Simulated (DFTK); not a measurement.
**SnSe in DFTK: convergence with cutoff**

Crystal: SnSe.

```
Sn Se
1.0
     0.00000    3.01000    3.01000
     3.01000    0.00000    3.01000
     3.01000    3.01000    0.00000
Sn Se
1 1
Cartesian
  0.0000 0.0000 0.0000
  3.0100 3.0100 3.0100
```

Measurements of this composition are mostly on another form, of space group No. 62.

```yaml
Program: DFTK 0.8.2
Task: convergence study
Functional: LDA
Potentials_or_basis: dojo.nc.sr.lda.v0_4_1.standard.upf (LDA)
Cutoff: 408 eV
k_mesh: 4 × 4 × 4
Occupations: gaussian, width 0.1 eV
Spin: no spin polarisation
```

These are the settings of the first run; the series varies cutoff, with any setting tied to it.

Hardware: 1 thread of Intel(R) Xeon(R) 6975P-C (Granite Rapids) (shared host).

Question: The values tried are 408.171 eV, 517.016 eV, 653.073 eV, 816.342 eV, 1006.82 eV, 1170.09 eV, 1414.99 eV, 1687.11 eV, loosest first. From which on does the energy stay within 1 meV/atom of the tightest run that finished?

Answer: From 1170.09 eV on.

| cutoff | energy less the tightest run, at zero smearing (meV/atom) | pressure (GPa) | gap on the mesh (eV) | SCF cycles |
| --- | --- | --- | --- | --- |
| 408.171 eV | 122535.93 | -1672.60 | 0.255 | 10 |
| 517.016 eV | 44143.30 | -928.10 | 0.482 | 9 |
| 653.073 eV | 8959.18 | -308.79 | 0.555 | 12 |
| 816.342 eV | 718.30 | -46.09 | 0.575 | 11 |
| 1006.82 eV | 10.88 | -5.79 | 0.580 | 12 |
| 1170.09 eV | 0.47 | -4.67 | 0.580 | 11 |
| 1414.99 eV | 0.21 | -4.66 | 0.580 | 11 |
| 1687.11 eV | 0.00 | -4.66 | 0.580 | 11 |

Against the tightest run, the pressure stays within 0.1 GPa from 1170.09 eV on; the gap on the mesh stays within 0.01 eV from 816.342 eV on. The tightest run that finished is the yardstick and may itself not be fully converged.

Caveat, for the tightest run too: the k mesh is coarse (spacing up to 0.45 Å⁻¹), so the values aren't converged; spin-orbit coupling is left out, which moves the levels of the heavy elements.
